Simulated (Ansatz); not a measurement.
# Sr (Fm-3m), trigonal deformation path

Theory: Ansatz 0.2.0, DFT PBE, scalar-relativistic, plane waves, PAW. Cutoff 420 eV, Γ-centred 16×16×16 k-points, Gaussian smearing of 0.15 eV. No spin polarisation. Energies are free energies at this smearing, counted from the undisturbed cell; pressure is positive in compression.

The undisturbed cell (as given, not relaxed at this level; it stands at -0.3 GPa):

```
CELL_PARAMETERS angstrom
0.00000 3.04235 3.04235
3.04235 0.00000 3.04235
3.04235 3.04235 0.00000
ATOMIC_POSITIONS crystal
Sr 0.00000 0.00000 0.00000
```

At fixed volume and fractional coordinates, lengths along (0.577, 0.577, 0.577) are scaled against those across it; ρ is that ratio over its starting value. The cell is metallic on the mesh throughout. At ρ = 0.500 the cell becomes cubic (Pm-3m), and there the slope of the energy vanishes by symmetry.

```
    ρ  ΔE (meV/atom) pressure (GPa)
0.500          386.2             0.1
0.710          213.0             0.0
1.000            0.0            -0.3
2.000              ?               ?
```

Give the withheld values.

ΔE (meV/atom) at ρ = 2.000: 1215.5; pressure (GPa) at ρ = 2.000: 6.0.